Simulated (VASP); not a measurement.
# HgTe (Coloradoite): relaxation of cell and atoms with r2SCAN

Crystal: HgTe (Coloradoite).

```
Hg Te
1.0
     0.00000    3.21450    3.21450
     3.21450    0.00000    3.21450
     3.21450    3.21450    0.00000
Hg Te
1 1
Direct
  0.00000 0.00000 0.00000
  0.25000 0.25000 0.25000
```

```yaml
Program: VASP 6.6.1
Task: relaxation of cell and atoms
Functional: r2SCAN
Potentials_or_basis: VASP PAW PBE potentials, release 64 (Hg, Te)
Cutoff: 600 eV
k_mesh: 10 × 10 × 10
Occupations: gaussian, width 0.03 eV
Spin: no spin polarisation
Further_INCAR_settings: ALGO = Normal; EDIFF = 1e-06; IBRION = 2; EDIFFG = -0.01; NSW = 90; ISIF = 3
```

```json
{
  "Relaxed volume": "35.56 Å³/atom",
  "Relaxed cell": "a = 4.650 Å, b = 4.650 Å, c = 4.650 Å, α = 60.00°, β = 60.00°, γ = 60.00°",
  "Space group after relaxing (to 0.05 Å)": "F-43m (No. 216)",
  "Energy gained by relaxing": "22.2 meV/atom",
  "Ionic steps": "3",
  "Pressure after relaxing": "0.0 GPa",
  "Band gap on the k mesh": "none (metal or under the smearing width)"
}
```

The path:
```
step  energy change (eV)  largest force (eV/Å)  pressure (GPa)  volume (Å³)
   1              0.0000                0.0000            3.23        66.43
   2             -0.0380                0.0000           -1.01        73.07
   3             -0.0444                0.0000            0.00        71.12
```

Final structure:
```cif
data_structure
_symmetry_space_group_name_H-M 'P 1'
_symmetry_Int_Tables_number 1
_cell_length_a 4.6504
_cell_length_b 4.6504
_cell_length_c 4.6504
_cell_angle_alpha 60.000
_cell_angle_beta 60.000
_cell_angle_gamma 60.000
_cell_volume 71.12
loop_
_atom_site_label
_atom_site_type_symbol
_atom_site_fract_x
_atom_site_fract_y
_atom_site_fract_z
_atom_site_occupancy
Hg1 Hg 0.00000 0.00000 0.00000 1
Te1 Te 0.25000 0.25000 0.25000 1
```

Levels at points of the mesh, in eV from the Fermi level:
```
           k point  band 7  band 8  band 9  band 10  band 11  band 12
(0.00, 0.00, 0.00)   -0.56   -0.01   -0.01    -0.01     4.66     4.66
(0.50, 0.00, 0.00)   -5.31   -0.93   -0.93     0.93     5.42     5.42
(0.50, 0.50, 0.00)   -5.30   -2.14   -2.14     2.09     2.86     8.50
```

Run time: 5.3 min on 1 thread of Intel(R) Xeon(R) Platinum 8488C (Sapphire Rapids) (shared host), peak memory 0.27 GiB.

Caveat: the PAW data sets were made with another functional, which shifts forces and pressure a little. The run has no spin-orbit coupling, so splittings on Hg, Te are missing.
